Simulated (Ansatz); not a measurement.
# The Ta2CF2 MXene bilayer (AA) between two gates, part 2 of 3

Aim: screening and gap of the neutral Ta2CF2 MXene bilayer (AA) between oppositely charged gates.

Ansatz 0.2.0; plane-wave DFT, PBE-D3(BJ), Ansatz PAW.

So far. Step 2 (Relaxing the slab): The lattice constant a goes from 3.226 to 3.187 Å.

**3. Gated layer, displacement field 0**

The slab is cut off from its images along the normal. Two sheets of opposite charge stand for the gates, so the stack stays neutral in a displacement field; barriers ahead of the sheets keep electrons from leaking to them. The uncharged case sets the zero.

The cell differs from the one that the last finished run ended in (c 54.372 → 53.804 Å).

File input.yaml:

```yaml
crystal:
  lattice:
    - [3.1865412044, 0.0, 0.0]
    - [-1.5932706022, 2.7596256332, 0.0]
    - [0.0, 0.0, 53.8040570362]
  atoms:
    - { symbol: F, position: [0.3333333333, 0.6666666667, 0.3875172459] }
    - { symbol: Ta, position: [0.6666666667, 0.3333333333, 0.4136491375] }
    - { symbol: C, position: [0.0, 0.0, 0.4339324697] }
    - { symbol: Ta, position: [0.3333333333, 0.6666666667, 0.4542266788] }
    - { symbol: F, position: [0.6666666667, 0.3333333333, 0.4800626097] }
    - { symbol: F, position: [0.3333333333, 0.6666666667, 0.5199373903] }
    - { symbol: Ta, position: [0.6666666667, 0.3333333333, 0.5457733212] }
    - { symbol: C, position: [0.0, 0.0, 0.5660675303] }
    - { symbol: Ta, position: [0.3333333333, 0.6666666667, 0.5863508625] }
    - { symbol: F, position: [0.6666666667, 0.3333333333, 0.6124827541] }
  periodic: [true, true, false]
  symmetry: { detect: true }
kpoints:
  mp_grid: { grid: [24, 24, 1] }
  band_path:
    path: [[0, 0, 0], [0.5, 0, 0], [0.33333333, 0.33333333, 0], [0, 0, 0]]
    npoints: 16
hamiltonian:
  xc: pbe
  dispersion: d3bj
scf:
  occupations: { method: fermi_dirac, width: 0.02585 }
  convergence: { dr2_threshold: 1.0e-10 }
output:
  forces: true
  eigenvalues: true
  dos: { projected: true, e_range: [-3, 3], de: 0.01 }
  write_potential: true
  write_density: true
  volumetric_format: npy
  elf: true
external_charges:
  - { charge: 0, barrier: 10, axis: 3, height: 37.454, sigma: 0.25 }
  - { charge: 0, barrier: 10, axis: 3, height: 16.35, sigma: 0.25 }
```

Command:

```
> ansatz run input.yaml --threads 4 --pin off --max-ram 6144MiB --backend cpu --events-out ev --progress --plain --runs-dir out
```

Standard output:

```text
[...]
Crystal: 10 atoms, lattice volume = 473.135 Å³
Basis set: ecut = 420 eV, 9359 PW (Γ), exchange–correlation on 48×48×720 points (8 copies of the dense FFT grid, shifted against one another)
Bands: 54, of which v1, the nominal top of the filled ones, is band 44 counted from 1 (43 counted from 0)
Symmetry: 12 space group operations
[...]
k-points: 61 of 576
[...]
SCF iter   1: F=—  HF=-43471.313851 eV  |F-HF|=—  |Δ(HF+E_count)|=         —  Δρ=4.90e-3  dr2=4.43e-1  ethr=1.77e-3  ⟨swp⟩=14.0  Hψ=24672  notcnv=0  defer=7
[...]
SCF iter  12: F=-43471.247976 eV  HF=-43471.247976 eV  |F-HF|=4.37e-11  |Δ(HF+E_count)|=  5.97e-10  Δρ=6.98e-8  dr2=3.06e-11  ethr=1.00e-12  ⟨swp⟩=27.3  Hψ=32301  notcnv=0
SCF 1 converged in 12 iterations: F = -43471.247976 eV  dr2 = 3.06e-11
[...]
NSCF: frozen V_eff on 49 k-points
[...]
SCF converged after 12 iterations
Free energy (F): -43471.247976 eV
[...]
Internal energy: -43471.243356 eV  (E = F + TS)
E sigma→0 (E₀):  -43471.245666 eV
Entropy (-TS):   -0.004621 eV (-0.462 meV/atom)
Fermi energy:    -3.838874 eV
[...]
--- Forces (eV/Å), atoms and charges each counted from 1 ---
  atom   1  F      0.00000000    -0.00000000     0.00214692
  atom   2  Ta    -0.00000000     0.00000000     0.00565434
  atom   3  C      0.00000000    -0.00000000    -0.00350963
  atom   4  Ta     0.00000000    -0.00000000    -0.00165950
  atom   5  F     -0.00000000     0.00000000    -0.00230088
  atom   6  F      0.00000000     0.00000000     0.00230088
  atom   7  Ta    -0.00000000     0.00000000     0.00165950
  atom   8  C     -0.00000000     0.00000000     0.00350963
  atom   9  Ta     0.00000000    -0.00000000    -0.00565434
  atom  10  F     -0.00000000     0.00000000    -0.00214692
  external charge   1     0.00000000     0.00000000     0.00001584
  external charge   2     0.00000000     0.00000000    -0.00001584
  max |Σ_I F_I| component, the external charges' with the atoms': 2.85e-9 eV/Å
--- Band table (eV; the first three rows and the last of 61) ---
  k-point 0: bands = [... 40 lower, -5.5818, -5.5818, -5.5759, -5.5759, -4.4442, -4.3858, -3.3001, -3.1236, ... 6 higher]
  k-point 1: bands = [... 40 lower, -5.6479, -5.6406, -5.5410, -5.5346, -4.4362, -4.3771, -3.2127, -3.0293, ... 6 higher]
  k-point 2: bands = [... 40 lower, -5.8229, -5.8138, -5.4206, -5.4130, -4.4115, -4.3549, -3.0383, -2.8142, ... 6 higher]
  k-point 60: bands = [... 40 lower, -5.0122, -4.9969, -4.5173, -4.5173, -4.4479, -4.4479, -1.8189, -1.8093, ... 6 higher]
```

It took 25 s on 4 threads of AMD EPYC 9R45, shared host; peak memory 1.9 GiB.

Read from the output:

| Item | Value |
| --- | --- |
| energy at zero smearing | -43471.2457 eV |
| potential beyond the upper barrier and gate, less the barrier, from the Fermi level | 3.839 eV |

Running mean over a fixed 2.5 Å (it still follows the layers) of the planar mean; beyond a gate it holds the 10 eV model barrier. Electron's electrostatic potential energy less the Fermi level against z:

z (Å), electron's electrostatic potential energy less the Fermi level (eV) and a bar from the least value:
```
        4       13.8 ##############################
        6       13.8 ##############################
        8       13.8 ##############################
       10       13.8 ##############################
       12       13.8 ##############################
       14       13.8 ##############################
       16       10.2 ##########################
       18        3.9 ###################
       20        0.3 ################
       22      -12.4 ##
       24      -14.1 #
       26       -3.9 ###########
       28       -5.5 ##########
       30      -14.6 
       32      -11.7 ###
       34        1.1 #################
       36        4.0 ####################
       38       11.0 ###########################
       40       13.8 ##############################
       42       13.8 ##############################
       44       13.8 ##############################
       46       13.8 ##############################
       48       13.8 ##############################
```

The density of states has structure finer than the step of the table below, so its rows give means over 0.2 eV. Peaks (eV: height): -2.47: 3.85, -1.45: 4.38, -0.53: 4.03, 0.89: 6.30, 1.35: 14.8.

Table of density of states by energy, zero at the Fermi level; means over each step:

| energy (eV) | density of states (states/eV a cell) |
| --- | --- |
| -2.8 | 2.04 |
| -2.6 | 2.49 |
| -2.4 | 2.76 |
| -2.2 | 1.66 |
| -2.0 | 1.17 |
| -1.8 | 0.899 |
| -1.6 | 2.81 |
| -1.4 | 3.28 |
| -1.2 | 2.11 |
| -1.0 | 1.77 |
| -0.8 | 1.88 |
| -0.6 | 2.35 |
| -0.4 | 2.97 |
| -0.2 | 2.32 |
| 0.0 | 2.13 |
| 0.2 | 1.93 |
| 0.4 | 1.90 |
| 0.6 | 2.62 |
| 0.8 | 5.10 |
| 1.0 | 4.49 |
| 1.2 | 6.95 |

Projected DOS per atom over height of the atomic layer and energy from the Fermi level. Layers: F Ta C Ta F F Ta C Ta F from below.

Ten even steps from '_' (0.02 states/eV) to '@' (2.23 states/eV), each cell a mean:
```
__@@__@@____@@__@@__
__==__==____==__==__
__++__==____==__++__
__--__--____--__--__
__..__..____..__..__
__..__..____..__..__
__..__..____..__..__
__::__::____::__::__
__::__::____::__::__
__--__--____--__--__
__..__..____..__..__
__..__..____..__..__
__..__..____..__..__
__::__::____::__::__
__--__--____--__--__
__..__..____..__..__
____________________
__..__..____..__..__
__..__..____..__..__
__::__::____::__::__
__..__..____..__..__
__..__..____..__..__
```
Columns: height of the atomic layer (Å) from 20.9 to 33.0 (not evenly spaced); rows upwards: energy from the Fermi level (eV) from -2.98 to 1.37.

Electronic bands along the path, in eV, zero at the Fermi level:

```csv
point,band 41,band 42,band 43,band 44,band 45,band 46,band 47,band 48
Γ,-1.74,-1.74,-1.74,-1.74,-0.61,-0.55,0.54,0.72
halfway,-3.09,-3.06,-0.43,-0.42,-0.30,-0.26,0.72,0.88
M,-4.06,-3.99,1.50,1.59,1.66,1.66,1.81,1.81
halfway,-2.92,-2.86,0.13,0.13,0.85,0.94,1.87,1.92
K,-1.17,-1.16,-0.68,-0.68,-0.61,-0.61,2.02,2.03
halfway,-2.43,-2.42,-1.70,-1.68,0.84,0.85,1.22,1.31
Γ,-1.74,-1.74,-1.74,-1.74,-0.61,-0.55,0.54,0.72
```

Valence density in the ca plane at fractional y = 0.333, with atoms of Ta and F within 0.2 Å of it. It is the smooth field of the valence electrons, not physical close to the nuclei.

Values in units of 1e0 e/Å³, 5 rows by 16 columns, each cell a mean:
```
2.4 0.8 0.3 0.8 1.4 0.1 0.3 2.3 0.9 0.3 0.6 1.5 0.1 0.0 0.0 0.0
4.1 1.6 0.2 2.6 6.1 0.1 0.5 4.0 1.8 0.2 2.1 6.6 0.1 0.0 0.0 0.0
2.5 0.9 0.3 0.8 1.5 0.1 0.3 2.4 1.0 0.3 0.7 1.7 0.1 0.0 0.0 0.0
0.3 0.5 0.7 0.3 0.1 0.1 0.3 0.3 0.5 0.7 0.3 0.1 0.0 0.0 0.0 0.0
0.3 0.5 0.7 0.3 0.1 0.1 0.3 0.3 0.5 0.7 0.3 0.1 0.0 0.0 0.0 0.0
```
Columns run along c (16.0 Å, from fractional 0.41 to 0.70 of the cell), rows up along a (3.2 Å). Atoms in or near the plane, at fractional coordinates: Ta at (0.41, 0.67), F at (0.48, 0.67), Ta at (0.55, 0.67), F at (0.61, 0.67).

Electrostatic potential energy in the ca plane at fractional y = 0.333, with atoms of Ta and F within 0.2 Å of it. With pseudopotentials it is smooth inside the atoms' cores, unlike the true potential.

Ten even steps from '0' (-57 eV) to '9' (10 eV), each cell a mean:
```
99999999888888888888765334677767777888887643
99999999888888888888752000467777622588876410
99999999888888888887751000367777400378876400
99999999888888888888763001477777622588877510
99999999888888888888775434677666777888887653
99999999888888888888777667776555678888887776
99999999888888888888877777776545678888887777
99999999888888888888777666776656778888887766
```
Columns run along c (16.0 Å, from fractional 0.25 to 0.55 of the cell; values clipped at the 3rd and 97th percentile), rows up along a (3.2 Å). Atoms in or near the plane, at fractional coordinates: Ta at (0.41, 0.67), F at (0.48, 0.67), Ta at (0.55, 0.67).

ELF in the ca plane at fractional y = 0.333, with atoms of Ta and F within 0.2 Å of it. It is the smooth field of the valence electrons, not physical close to the nuclei.

Ten even steps from '0' (0.00) to '9' (0.82), each cell a mean:
```
00000000000000011114763354211588610011257534
00000000000000000048767333214999950001686762
00000000000000000168228423216868960002861573
00000000000000000048777333214899940001687752
00000000000000012113553353211477510121146434
00000000000000235421125663332111001453112357
00000000000000246531246763343100002565213577
00000000000000134411224663221122100343112356
```
Columns run along c (16.0 Å, from fractional 0.28 to 0.57 of the cell), rows up along a (3.2 Å). Atoms in or near the plane, at fractional coordinates: Ta at (0.41, 0.67), F at (0.48, 0.67), Ta at (0.55, 0.67).

There is no gap.

**4. Gated layer, displacement field 0.543 V/nm**

input.yaml: that of step 3 with these lines changed.

```diff
@@ -32,3 +32,2 @@
   eigenvalues: true
-  dos: { projected: true, e_range: [-3, 3], de: 0.01 }
   write_potential: true
@@ -36,5 +35,6 @@
   volumetric_format: npy
-  elf: true
 external_charges:
   - { charge: 0, barrier: 10, axis: 3, height: 37.454, sigma: 0.25 }
+  - { charge: -0.002638, axis: 3, height: 38.954, sigma: 0.5 }
   - { charge: 0, barrier: 10, axis: 3, height: 16.35, sigma: 0.25 }
+  - { charge: 0.002638, axis: 3, height: 14.85, sigma: 0.5 }
```

Standard output:

```text
[...]
Crystal: 10 atoms, lattice volume = 473.135 Å³
Basis set: ecut = 420 eV, 9359 PW (Γ), exchange–correlation on 48×48×720 points (8 copies of the dense FFT grid, shifted against one another)
Bands: 54, of which v1, the nominal top of the filled ones, is band 44 counted from 1 (43 counted from 0)
Symmetry: 6 space group operations
k-points: 61 of 576 (time reversal used)
[...]
SCF iter   1: F=—  HF=-43480.336359 eV  |F-HF|=—  |Δ(HF+E_count)|=         —  Δρ=6.48e-2  dr2=3.44e1  ethr=3.10e-3  ⟨swp⟩=14.3  Hψ=24711  notcnv=0
[...]
SCF iter  12: F=-43471.247175 eV  HF=-43471.247175 eV  |F-HF|=5.24e-10  |Δ(HF+E_count)|=   2.26e-9  Δρ=9.96e-8  dr2=5.25e-11  ethr=1.00e-12  ⟨swp⟩=32.9  Hψ=38624  notcnv=0
SCF 1 converged in 12 iterations: F = -43471.247175 eV  dr2 = 5.25e-11
[...]
SCF converged after 12 iterations
Free energy (F): -43471.247175 eV
[...]
Internal energy: -43471.242555 eV  (E = F + TS)
E sigma→0 (E₀):  -43471.244865 eV
Entropy (-TS):   -0.004620 eV (-0.462 meV/atom)
Fermi energy:    -3.838991 eV
[...]
--- Forces (eV/Å), atoms and charges each counted from 1 ---
  atom   1  F      0.00000000    -0.00000000    -0.01909789
  atom   2  Ta     0.00000000     0.00000000     0.03309045
  atom   3  C     -0.00000000    -0.00000000    -0.00442820
  atom   4  Ta    -0.00000000    -0.00000000    -0.00619260
  atom   5  F      0.00000000     0.00000000    -0.00310848
  atom   6  F      0.00000000    -0.00000000     0.00149215
  atom   7  Ta     0.00000000     0.00000000    -0.00289872
  atom   8  C      0.00000000     0.00000000     0.00258949
  atom   9  Ta    -0.00000000     0.00000000     0.02184838
  atom  10  F     -0.00000000     0.00000000    -0.02328909
  external charge   1     0.00000000     0.00000000     0.00001472
  external charge   2     0.00000000     0.00000000    -0.00007174
  external charge   3     0.00000000     0.00000000    -0.00001710
  external charge   4     0.00000000     0.00000000     0.00007146
  max |Σ_I F_I| component, the external charges' with the atoms': 2.83e-6 eV/Å
--- Band table (eV; the first three rows and the last of 61) ---
  k-point 0: bands = [... 40 lower, -5.5823, -5.5823, -5.5756, -5.5756, -4.4444, -4.3858, -3.3007, -3.1236, ... 6 higher]
  k-point 1: bands = [... 40 lower, -5.6484, -5.6403, -5.5415, -5.5343, -4.4365, -4.3771, -3.2134, -3.0294, ... 6 higher]
  k-point 2: bands = [... 40 lower, -5.8234, -5.8136, -5.4210, -5.4127, -4.4117, -4.3549, -3.0388, -2.8151, ... 6 higher]
  k-point 60: bands = [... 40 lower, -5.0128, -4.9965, -4.5184, -4.5165, -4.4480, -4.4480, -1.8202, -1.8081, ... 6 higher]
```

Run time: 25 s. Hardware: 4 threads; peak memory 1.7 GiB; 99 s of CPU time.

Numbers from this step:

- energy at zero smearing: -43471.2449 eV
- potential beyond the upper barrier and gate, less the barrier, from the Fermi level: 4.158 eV

The electronic bands at the labelled points (eV, zero at the Fermi level):

| point | band 41 | band 42 | band 43 | band 44 | band 45 | band 46 | band 47 | band 48 |
| --- | --- | --- | --- | --- | --- | --- | --- | --- |
| Γ | -1.74 | -1.74 | -1.74 | -1.74 | -0.61 | -0.55 | 0.54 | 0.72 |
| halfway | -3.09 | -3.06 | -0.43 | -0.42 | -0.30 | -0.26 | 0.72 | 0.88 |
| M | -4.06 | -3.99 | 1.50 | 1.59 | 1.66 | 1.66 | 1.81 | 1.81 |
| halfway | -2.92 | -2.86 | 0.13 | 0.14 | 0.85 | 0.94 | 1.86 | 1.92 |
| K | -1.17 | -1.16 | -0.68 | -0.68 | -0.61 | -0.61 | 2.02 | 2.03 |
| halfway | -2.43 | -2.42 | -1.70 | -1.68 | 0.84 | 0.85 | 1.22 | 1.31 |
| Γ | -1.74 | -1.74 | -1.74 | -1.74 | -0.61 | -0.55 | 0.54 | 0.72 |

There is no gap.

Of the bands kept, 4 cross the Fermi level on this path.

**5. Gated layer, displacement field 1.09 V/nm**

input.yaml: that of step 4 with these lines changed.

```diff
@@ -37,4 +37,4 @@
   - { charge: 0, barrier: 10, axis: 3, height: 37.454, sigma: 0.25 }
-  - { charge: -0.002638, axis: 3, height: 38.954, sigma: 0.5 }
+  - { charge: -0.005276, axis: 3, height: 38.954, sigma: 0.5 }
   - { charge: 0, barrier: 10, axis: 3, height: 16.35, sigma: 0.25 }
-  - { charge: 0.002638, axis: 3, height: 14.85, sigma: 0.5 }
+  - { charge: 0.005276, axis: 3, height: 14.85, sigma: 0.5 }
```

Standard output:

```text
[...]
Crystal: 10 atoms, lattice volume = 473.135 Å³
Basis set: ecut = 420 eV, 9359 PW (Γ), exchange–correlation on 48×48×720 points (8 copies of the dense FFT grid, shifted against one another)
Bands: 54, of which v1, the nominal top of the filled ones, is band 44 counted from 1 (43 counted from 0)
Symmetry: 6 space group operations
k-points: 61 of 576 (time reversal used)
[...]
--- Band table (eV; the first three rows and the last of 61) ---
  k-point 0: bands = [... 40 lower, -5.5835, -5.5835, -5.5749, -5.5749, -4.4451, -4.3857, -3.3026, -3.1236, ... 6 higher]
  k-point 1: bands = [... 40 lower, -5.6496, -5.6397, -5.5427, -5.5337, -4.4372, -4.3770, -3.2153, -3.0297, ... 6 higher]
  k-point 2: bands = [... 40 lower, -5.8246, -5.8129, -5.4221, -5.4121, -4.4124, -4.3548, -3.0404, -2.8181, ... 6 higher]
  k-point 60: bands = [... 40 lower, -5.0146, -4.9953, -4.5199, -4.5161, -4.4481, -4.4480, -1.8231, -1.8058, ... 6 higher]
[key lines of the parts left out:]
SCF converged after 12 iterations
Free energy (F): -43471.244770 eV
Fermi energy:    -3.839348 eV
```

Wall time 26 s (4 threads); peak memory 1.7 GiB.

There is no gap.

**6. Gated layer, displacement field 2.17 V/nm**

input.yaml: that of step 5 with these lines changed.

```diff
@@ -32,2 +32,3 @@
   eigenvalues: true
+  dos: { projected: true, e_range: [-3, 3], de: 0.01 }
   write_potential: true
@@ -35,6 +36,7 @@
   volumetric_format: npy
+  elf: true
 external_charges:
   - { charge: 0, barrier: 10, axis: 3, height: 37.454, sigma: 0.25 }
-  - { charge: -0.005276, axis: 3, height: 38.954, sigma: 0.5 }
+  - { charge: -0.010552, axis: 3, height: 38.954, sigma: 0.5 }
   - { charge: 0, barrier: 10, axis: 3, height: 16.35, sigma: 0.25 }
-  - { charge: 0.005276, axis: 3, height: 14.85, sigma: 0.5 }
+  - { charge: 0.010552, axis: 3, height: 14.85, sigma: 0.5 }
```

Standard output:

```text
[...]
Crystal: 10 atoms, lattice volume = 473.135 Å³
Basis set: ecut = 420 eV, 9359 PW (Γ), exchange–correlation on 48×48×720 points (8 copies of the dense FFT grid, shifted against one another)
Bands: 54, of which v1, the nominal top of the filled ones, is band 44 counted from 1 (43 counted from 0)
Symmetry: 6 space group operations
k-points: 61 of 576 (time reversal used)
[...]
--- Band table (eV; the first three rows and the last of 61) ---
  k-point 0: bands = [... 40 lower, -5.5874, -5.5874, -5.5734, -5.5734, -4.4480, -4.3853, -3.3103, -3.1237, ... 6 higher]
  k-point 1: bands = [... 40 lower, -5.6535, -5.6381, -5.5465, -5.5322, -4.4399, -4.3767, -3.2229, -3.0312, ... 6 higher]
  k-point 2: bands = [... 40 lower, -5.8287, -5.8112, -5.4258, -5.4108, -4.4150, -4.3546, -3.0466, -2.8291, ... 6 higher]
  k-point 60: bands = [... 40 lower, -5.0202, -4.9920, -4.5237, -4.5162, -4.4485, -4.4483, -1.8309, -1.8003, ... 6 higher]
[key lines of the parts left out:]
SCF converged after 12 iterations
Free energy (F): -43471.235153 eV
Fermi energy:    -3.840789 eV
```

The job ended after 26 s (4 threads; peak memory 1.9 GiB).

The density of states has structure finer than the step of the table below, so its rows give means over 0.2 eV. Peaks (eV: height): -2.47: 4.01, -1.45: 4.22, -0.49: 3.89, 0.89: 6.35, 1.33: 14.6.

The density of states by energy, zero at the Fermi level; means over each step:

| energy (eV) | density of states (states/eV a cell) |
| --- | --- |
| -2.8 | 2.04 |
| -2.6 | 2.49 |
| -2.4 | 2.71 |
| -2.2 | 1.64 |
| -2.0 | 1.16 |
| -1.8 | 0.896 |
| -1.6 | 2.82 |
| -1.4 | 3.27 |
| -1.2 | 2.12 |
| -1.0 | 1.77 |
| -0.8 | 1.88 |
| -0.6 | 2.34 |
| -0.4 | 2.97 |
| -0.2 | 2.32 |
| 0.0 | 2.13 |
| 0.2 | 1.93 |
| 0.4 | 1.90 |
| 0.6 | 2.66 |
| 0.8 | 5.11 |
| 1.0 | 4.52 |
| 1.2 | 7.08 |

There is no gap.

**7. Gated layer, displacement field 4.34 V/nm**

input.yaml: that of step 6 with these lines changed.

```diff
@@ -39,4 +39,4 @@
   - { charge: 0, barrier: 10, axis: 3, height: 37.454, sigma: 0.25 }
-  - { charge: -0.010552, axis: 3, height: 38.954, sigma: 0.5 }
+  - { charge: -0.021105, axis: 3, height: 38.954, sigma: 0.5 }
   - { charge: 0, barrier: 10, axis: 3, height: 16.35, sigma: 0.25 }
-  - { charge: 0.010552, axis: 3, height: 14.85, sigma: 0.5 }
+  - { charge: 0.021105, axis: 3, height: 14.85, sigma: 0.5 }
```

Standard output:

```text
[...]
Crystal: 10 atoms, lattice volume = 473.135 Å³
Basis set: ecut = 420 eV, 9359 PW (Γ), exchange–correlation on 48×48×720 points (8 copies of the dense FFT grid, shifted against one another)
Bands: 54, of which v1, the nominal top of the filled ones, is band 44 counted from 1 (43 counted from 0)
Symmetry: 6 space group operations
k-points: 61 of 576 (time reversal used)
[...]
--- Band table (eV; the first three rows and the last of 61) ---
  k-point 0: bands = [... 40 lower, -5.5983, -5.5983, -5.5718, -5.5718, -4.4590, -4.3844, -3.3412, -3.1252, ... 6 higher]
  k-point 1: bands = [... 40 lower, -5.6647, -5.6364, -5.5574, -5.5307, -4.4505, -4.3760, -3.2544, -3.0374, ... 6 higher]
  k-point 2: bands = [... 40 lower, -5.8405, -5.8089, -5.4367, -5.4093, -4.4251, -4.3541, -3.0749, -2.8650, ... 6 higher]
  k-point 60: bands = [... 40 lower, -5.0359, -4.9857, -4.5350, -4.5206, -4.4505, -4.4496, -1.8498, -1.7907, ... 6 higher]
[key lines of the parts left out:]
SCF converged after 13 iterations
Free energy (F): -43471.196682 eV
Fermi energy:    -3.846599 eV
```

The job ended after 27 s (4 threads; peak memory 1.9 GiB; 1.8 min of CPU time).

There is no gap.

**8. The series together**

This step: plane-wave DFT, PBE-D3(BJ), Ansatz PAW; response to a displacement field between two gates (Ansatz 0.2.0).

The potential behind each gate is read from every run and counted from the uncharged case.

This step gave:

* electrostatic distance between the gates: 11.76 Å
* geometric distance between the gates: 24.10 Å

Electron's potential behind the upper gate less behind the lower, less the value without field. Step of the electron's potential energy between the gates against displacement field D/eps0:

```csv
displacement field D/eps0 (V/nm),step of the electron's potential energy between the gates (eV)
0.00,0
0.54,0.638
1.09,1.28
2.17,2.55
4.34,5.11
```

By hand: 4.34 V/nm over the 24.10 Å between the sheets would give 10.47 V in vacuum; the run has 5.11 V, as over 11.76 Å.

(Part 2 of 3 ends here.)

[Long decimals in the printed logs are rounded to 6 places.]

[Logs are printed without paths, hosts, clocks, repeated set-up lines and the standing remarks that a program may print on its own settings, such as how far it seeks lower states.]

[Hosts, paths, dates, database ids (printed as entryN), source tags and the programs' standing remarks are cut or masked in the printed files.]

[Maps of the electrostatic potential energy from Ansatz leave out the sawtooth potential of an applied field or a dipole correction, so their vacuum need not be flat; planar profiles and work functions include it.]

[The density of states shown here was stored with 400 of the rows of the run's finer table, so its peaks can read low, often by over a quarter, or be missed, and its means over a window can be off by a tenth or more.]
